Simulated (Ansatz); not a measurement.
# Nudged elastic band run: Si$_{16}$Ge

Input:

```yaml
crystal:
  lattice:
    - [0.0, 5.43, 5.43]
    - [5.43, 0.0, 5.43]
    - [5.43, 5.43, 0.0]
  atoms:
    - { symbol: Si, position: [0.00421639, 0.00443267, 0.00422165] }
    - { symbol: Si, position: [0.12542099, 0.12616808, 0.12484122] }
    - { symbol: Si, position: [0.0039105, 0.00459005, 0.48828018] }
    - { symbol: Si, position: [0.12967943, 0.13002251, 0.62061205] }
    - { symbol: Si, position: [0.00427546, 0.48947507, 0.00361527] }
    - { symbol: Si, position: [0.12976861, 0.62118342, 0.12953603] }
    - { symbol: Si, position: [-0.00186492, 0.50129796, 0.50067216] }
    - { symbol: Si, position: [0.12960723, 0.62130594, 0.62039651] }
    - { symbol: Si, position: [0.48879872, 0.00483193, 0.00349505] }
    - { symbol: Si, position: [0.62081792, 0.13009137, 0.12951357] }
    - { symbol: Si, position: [0.50095775, -0.00160123, 0.50070619] }
    - { symbol: Si, position: [0.62073015, 0.13012441, 0.62034565] }
    - { symbol: Si, position: [0.50090364, 0.50128057, -0.00201881] }
    - { symbol: Si, position: [0.62088378, 0.62140613, 0.12917811] }
    - { symbol: Si, position: [0.50080702, 0.50126394, 0.50047153] }
    - { symbol: Si, position: [0.62514719, 0.62541667, 0.62498392] }
    - { symbol: Ge, position: [0.87541013, 0.87611931, 0.87485771] }
basis:
  ecutwfc: 300.0
kpoints:
  mp_grid: { grid: [2, 2, 2] }
hamiltonian:
  xc: pbe
  pseudopotentials: { kind: paw, azcp: { folder: soft_1 } }
scf:
  occupations: { method: fermi_dirac, width: 0.02 }
  lower_state_search: "off"
  max_iter: 58
neb:
  images: 3
  f_tol: 0.05
  max_iterations: 40
  order_check: false
  final_atoms:
    - { symbol: Si, position: [-0.00026696, -2.753e-05, 0.00020423] }
    - { symbol: Si, position: [0.12386924, 0.12429736, 0.12473449] }
    - { symbol: Si, position: [0.00378997, 0.00435745, 0.49600132] }
    - { symbol: Si, position: [0.12387559, 0.12433308, 0.62720982] }
    - { symbol: Si, position: [0.00387842, 0.4954973, 0.00494872] }
    - { symbol: Si, position: [0.12386296, 0.62698602, 0.12467145] }
    - { symbol: Si, position: [0.0038531, 0.49555492, 0.49588598] }
    - { symbol: Si, position: [0.13578902, 0.62102113, 0.62173159] }
    - { symbol: Si, position: [0.49508572, 0.00438588, 0.00489958] }
    - { symbol: Si, position: [0.62675361, 0.12422478, 0.12459901] }
    - { symbol: Si, position: [0.49507612, 0.00442547, 0.49578393] }
    - { symbol: Si, position: [0.62043499, 0.13652036, 0.62158662] }
    - { symbol: Si, position: [0.49512148, 0.49547842, 0.00481356] }
    - { symbol: Si, position: [0.6206289, 0.62106109, 0.13717171] }
    - { symbol: Si, position: [0.49916483, 0.49992343, 0.50060012] }
    - { symbol: Si, position: [0.62057782, 0.62116093, 0.62136879] }
    - { symbol: Ge, position: [0.74915075, 0.74992283, 0.75061092] }
```

Command:

```bash
$ ansatz run input.yaml --threads 1 --pin off --max-ram 3072MiB --backend cpu --events-out ev --progress --plain --runs-dir out
```

Output, in part (warnings, iteration lines):

```
NEB end point (image 0): max|allowed force component| = 1.192e-2 eV/Å (the criterion of neb.relax_end_points is 1.000e-2)
NEB end point (image 4): max|allowed force component| = 8.023e-3 eV/Å (the criterion of neb.relax_end_points is 1.000e-2)
NEB iter   1: max|band force component| = 1.742e0 eV/Å  barrier→ = 1.2795 eV  barrier← = 1.2795 eV  Δτ_max = 0.1568 Å  (44 SCF iters)
NEB iter   2: max|band force component| = 6.431e-1 eV/Å  barrier→ = 0.6003 eV  barrier← = 0.6003 eV  Δτ_max = 0.1914 Å  (22 SCF iters)
NEB iter   3: max|band force component| = 4.214e-1 eV/Å  barrier→ = 0.3703 eV  barrier← = 0.3703 eV  CI = image 2  Δτ_max = 0.0686 Å  (21 SCF iters)
NEB iter   4: max|band force component| = 9.082e-2 eV/Å  barrier→ = 0.3489 eV  barrier← = 0.3489 eV  CI = image 2  Δτ_max = 0.1971 Å  (19 SCF iters)
NEB iter   5: max|band force component| = 1.333e-1 eV/Å  barrier→ = 0.3583 eV  barrier← = 0.3583 eV  CI = image 2  Δτ_max = 0.0999 Å  (19 SCF iters)
NEB iter   6: max|band force component| = 7.951e-2 eV/Å  barrier→ = 0.3406 eV  barrier← = 0.3407 eV  CI = image 2  Δτ_max = 0.1792 Å  (18 SCF iters)
NEB iter   7: max|band force component| = 1.448e-1 eV/Å  barrier→ = 0.3556 eV  barrier← = 0.3557 eV  CI = image 2  Δτ_max = 0.0310 Å  (20 SCF iters)
NEB iter   8: max|band force component| = 5.178e-2 eV/Å  barrier→ = 0.3427 eV  barrier← = 0.3427 eV  CI = image 2  Δτ_max = 0.0854 Å  (16 SCF iters)
NEB iter   9: max|band force component| = 8.976e-2 eV/Å  barrier→ = 0.3446 eV  barrier← = 0.3446 eV  CI = image 2  Δτ_max = 0.0437 Å  (18 SCF iters)
NEB iter  10: max|band force component| = 1.553e-2 eV/Å  barrier→ = 0.3391 eV  barrier← = 0.3392 eV  CI = image 2  Δτ_max = 0.0000 Å  (16 SCF iters)
```

It converged. The order of the stationary point at the top wasn't checked. The plane-wave cutoff is below what these datasets need, so energies and pressures aren't converged. Limits of this set-up: coarse k mesh.

Final band (atoms are numbered from 1 in the order of the input):

| image | path coordinate (Å) | energy (eV) | Si1–Ge17 (Å) | Si16–Ge17 (Å) |
| --- | --- | --- | --- | --- |
| 0 | 0.00 | 0.00 | 2.42 | 4.70 |
| 1 | 0.91 | 0.27 | 2.58 | 3.88 |
| 2 | 1.81 | 0.34 | 3.38 | 2.82 |
| 3 | 2.52 | 0.17 | 4.10 | 2.50 |
| 4 | 3.23 | 0.00 | 4.70 | 2.42 |

Run time: 2.5 min on 1 thread of Arm Neoverse V2, with other jobs on the host, peak memory 0.57 GiB.
